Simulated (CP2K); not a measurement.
## Ti under changes of volume

One of the cells (17.676 Å³/atom); the others are scaled copies at fixed shape and fractional positions:

```
Ti
1.0
     2.84230    0.00000    0.00000
    -0.94743    2.67974    0.00000
    -0.94743   -1.33987    2.32072
Ti
1
Direct
  0.00000 0.00000 0.00000
```

This isn't the form of Ti at room conditions, which is hcp.

| Property | Result |
| --- | --- |
| Program | CP2K 2026.2 |
| Functional | PBEsol |
| Potentials or basis | POTENTIAL_UZH Ti GTH-PBE-q12; TZVP-MOLOPT-PBE-GTH basis |
| Density cutoff | 6123 eV |
| k mesh | 11 × 11 × 11 |
| Occupations | fermi-dirac, width 0.01 eV |
| Spin | no spin polarisation |

```csv
volume (Å³/atom),energy over the lowest point (meV/atom),pressure (GPa)
16.616,0.00,-0.7
16.969,4.09,-3.0
17.323,12.91,-5.1
17.676,26.31,-7.0
18.030,43.79,-8.7
18.383,64.76,-10.2
18.737,?,?
```

Question: What does the run at 18.737 Å³/atom give?

Answer: Energy over the lowest point 88.74 meV/atom; pressure -11.5 GPa.

Worked out: A Birch-Murnaghan fit of order 3 (a polynomial in V^(-2/3)) to the other rows has its minimum at 16.53 Å³/atom, just outside them, with B0 = V·E''(V) = 118 GPa and B' = 3.6. It gives 89.18 meV/atom at 18.737 Å³/atom, against the run's 88.74, and -dE/dV = -11.8 GPa, against -11.5.

Energies are extrapolated to zero smearing.

Caveats: the potentials were made for another functional, which shifts forces and pressure; the basis of atomic orbitals isn't converged, which shifts pressures, moduli and gaps.
